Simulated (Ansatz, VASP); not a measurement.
**Cs in VASP and in Ansatz**

File INCAR:

```
SYSTEM = Cs
PREC     = Accurate       ! precision mode
ENCUT    = 520            ! plane-wave cutoff, eV
EDIFF    = 1E-7           ! SCF threshold, eV
ISMEAR   = 0              ! smearing method
SIGMA    = 0.15           ! smearing width, eV
LREAL    = .FALSE.        ! projectors in reciprocal space
LASPH    = .TRUE.         ! aspherical terms in the spheres
NELM     = 100            ! most SCF steps
ALGO     = Fast           ! electronic algorithm
ISIF     = 2              ! what is computed and relaxed
LWAVE    = .FALSE.        ! write WAVECAR
LCHARG   = .FALSE.        ! write CHGCAR
GGA      = PE             ! functional
NBANDS   = 10             ! bands
```

File KPOINTS:

```
Automatic mesh
0
G
  12 12 12
  0 0 0
```

File POSCAR:

```
Cs
1.0
   -2.8713750000      2.8713750000      3.0980625000
    2.8713750000     -2.8713750000      3.0980625000
    2.8713750000      2.8713750000     -3.0980625000
Cs
1
Direct
    0.0000000000      0.0000000000      0.0000000000
```

Input for Ansatz:

```yaml
crystal:
  lattice:
    - [-2.871375, 2.871375, 3.0980625]
    - [2.871375, -2.871375, 3.0980625]
    - [2.871375, 2.871375, -3.0980625]
  atoms:
    - { symbol: Cs, position: [0.0, 0.0, 0.0] }
basis:
  ecutwfc: 420
kpoints:
  mp_grid: { grid: [12, 12, 12] }
hamiltonian:
  xc: pbe
scf:
  occupations: { method: gaussian, width: 0.15 }
output:
  forces: true
  stress: true
  eigenvalues: true
```

Change from the starting cell: strain -0.050 along x and y, +0.025 along z, atoms carried along.

Alike in both runs: task single point; functional PBE; k mesh 12 × 12 × 12; occupations gaussian, width 0.15 eV; no spin polarisation.

|  | VASP | Ansatz |
| --- | --- | --- |
| version | VASP 6.6.1 | Ansatz 0.2.0 |
| potentials or method | VASP PAW PBE potentials, release 64 (Cs_sv) | scalar-relativistic, plane waves, PAW |
| plane-wave cutoff (eV) | 520 | 420 |
| valence electrons in the cell | 9 | 9 |

```tsv
	VASP	Ansatz	Ansatz less VASP
gap on the k mesh at the Fermi level (eV)	none	none	-
pressure (GPa)	0.3	0.3	+0.01
```

A gap of «none» marks a metal or a gap that the smearing closes.

Spin-orbit coupling is left out, which matters for the levels of Cs.
